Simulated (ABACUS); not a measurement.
The system is SnO2 (Cassiterite).

```
Sn O
1.0
     4.73800    0.00000    0.00000
     0.00000    4.73800    0.00000
     0.00000    0.00000    3.18650
Sn O
2 4
Direct
  0.50000 0.50000 0.50000
  0.00000 0.00000 0.00000
  0.80710 0.19290 0.50000
  0.69290 0.69290 0.00000
  0.19290 0.80710 0.50000
  0.30710 0.30710 0.00000
```

```yaml
Program: ABACUS 3.10.1
Task: single point
Functional: PBE
Potentials_or_basis: PseudoDojo NC SR 0.4.1 PBE standard
Cutoff: 1143 eV
Density_cutoff: 4572 eV
Basis: plane waves
k_mesh: 6 × 6 × 8
Occupations: fermi-dirac, width 0.05 eV
Spin: no spin polarisation
```

On this cell: pressure 12.4 GPa; largest force 0.283 eV/Å; band gap on the k mesh 1.27 eV, direct.

The same run follows on a disturbed copy (atoms moved at random, drawn with an rms of 0.05 Å):

```xyz
6
Lattice="4.7380 0.0000 0.0000 0.0000 4.7380 0.0000 0.0000 0.0000 3.1865" Properties=species:S:1:pos:R:3 pbc="T T T"
Sn    2.3754    2.4140    1.5851
Sn   -0.0463    0.0291   -0.0057
O     3.8256    0.9225    1.6109
O     3.3039    3.3129    0.0109
O     0.9858    3.8486    1.6247
O     1.4614    1.4522   -0.0394
```

Q: What changes?

A: The energy moves by +17.4 meV/atom; pressure 12.4 GPa; largest force 1.776 eV/Å; band gap on the k mesh 1.16 eV, direct.

Forces in eV/Å, atoms in the order of the input:
```
Sn  -0.223 -0.861 -0.082
Sn   1.666 -0.220  0.576
O   -0.524  0.603 -0.454
O    0.058 -0.282 -0.145
O   -1.011  0.671 -0.424
O    0.033  0.091  0.529
```

Stress tensor (GPa, compression positive):
```
11.12 -0.20 -0.64
-0.20 11.87 -0.88
-0.64 -0.88 14.18
```

Caveats: spin-orbit coupling is left out, which moves the levels of the heavy elements.

